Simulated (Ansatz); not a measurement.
Runs of Ansatz 0.2.0 on Ga. The structure is orthorhombic, space group Cmcm (No. 63). Conventional cell: a = 2.900 Å, b = 8.130 Å, c = 3.170 Å, α = 90.00°, β = 90.00°, γ = 90.00°. Ga (site symmetry m2m) has 8 Ga at 2.68 to 2.90 Å as nearest neighbours. This isn't the form of Ga at room conditions, which is orthorhombic.

```csv
level,cell,cutoff (eV),smearing,gap on the mesh (eV),pressure (GPa),largest force (eV/Å)
PBEsol,as given,258,gaussian 0.1 eV,none,(a),0.21
PBE,"atoms moved at random, drawn with an rms of 0.05 Å",254,fermi-dirac 0.05 eV,none,1.5,0.06
PBE,as given,257,fermi-dirac 0.05 eV,none,1.5,0.21
PBE,as given,257,gaussian 0.05 eV,none,1.4,0.21
```

Alike in all rows: task single point; potentials or basis all-electron LAPW, scalar-relativistic; no spin polarisation; k mesh 10 × 10 × 8; basis error allowed 0.001 eV/atom.

Q: Fill in the values left out.

A: (a) -2.1.

A k mesh can miss the band edges, and the runs leave out spin-orbit coupling on Ga.

A gap of «none» marks a metal or a gap under the smearing width.
